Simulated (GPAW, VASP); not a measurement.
## HfO2: 3 runs at one level of theory

```
Hf O
1.0
     0.00000    2.55750    2.55750
     2.55750    0.00000    2.55750
     2.55750    2.55750    0.00000
Hf O
1 2
Direct
  0.00000 0.00000 0.00000
  0.75000 0.75000 0.75000
  0.25000 0.25000 0.25000
```

Measurements of this composition are mostly on another form, of space group No. 14.

Alike in all runs: task single point; functional PBE; k mesh 9 × 9 × 9; occupations gaussian, width 0.02 eV; no spin polarisation; no spin-orbit coupling. Pressure is positive in compression and, in plane waves, holds the error of the finite cutoff.

| program and potentials | plane-wave cutoff (eV) | notes | pressure (GPa) |
| --- | --- | --- | --- |
| VASP, PBE PAW files Hf, O, 500 eV | 500 | 5.33 valence electrons an atom on average | -7.59 |
| GPAW, GPAW PAW data sets (gpaw-data 1.2.1) | 800 | 8 valence electrons an atom on average | -2.83 |
| VASP, PBE PAW files Hf_pv, O, 520 eV | 520 | 7.33 valence electrons an atom on average | -6.00 |

The pressure spans -7.59 (VASP, PBE PAW files Hf, O, 500 eV) to -2.83 GPa (GPAW, GPAW PAW data sets (gpaw-data 1.2.1)).

The functional is the same throughout but for its coding, so the spread measures potentials, basis and numerics; runs on potential files found faulty are left out.
